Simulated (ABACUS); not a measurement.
Crystal: Rh.

```
Rh
1.0
    -1.89785    0.00000    1.89785
     0.00000    1.89785    1.89785
    -1.89785    1.89785    0.00000
Rh
1
Direct
  0.00000 0.00000 0.00000
```

Base run:

```yaml
Program: ABACUS 3.10.1
Functional: BLYP
Potentials_or_basis: SSSP 1.3 efficiency PBE
Cutoff: 748 eV
Density_cutoff: 5987 eV
Basis: plane waves
k_mesh: 10 × 10 × 10
Occupations: fermi-dirac, width 0.05 eV
Spin: no spin polarisation
```

Its results: band gap on the k mesh none (metal or under the smearing width); pressure 20.0 GPa.

Q: After a change of settings the same cell gave: band gap on the k mesh none (metal or under the smearing width); pressure -4.7 GPa. Which change was it?
A. functional from BLYP to rPW86PBE; potentials or basis from SSSP 1.3 efficiency PBE to SG15 ONCV 1.2 PBE; cutoff from 748 eV to 1211 eV; density cutoff from 5987 eV to 4844 eV
B. functional from BLYP to WC; potentials or basis from SSSP 1.3 efficiency PBE to PseudoDojo NC SR 0.4.1 PBE standard; cutoff from 748 eV to 1211 eV; density cutoff from 5987 eV to 4844 eV
C. functional from BLYP to AM05; potentials or basis from SSSP 1.3 efficiency PBE to PseudoDojo NC SR 0.4 PBEsol stringent; cutoff from 748 eV to 1211 eV; density cutoff from 5987 eV to 4844 eV

A: C.

Caveats: the potentials were made for another functional, which shifts forces and pressure; so large a pressure means that the cell lies far from this level's equilibrium, or that cutoff or potentials fall short (some runs).

Not every run made on this cell is shown here.
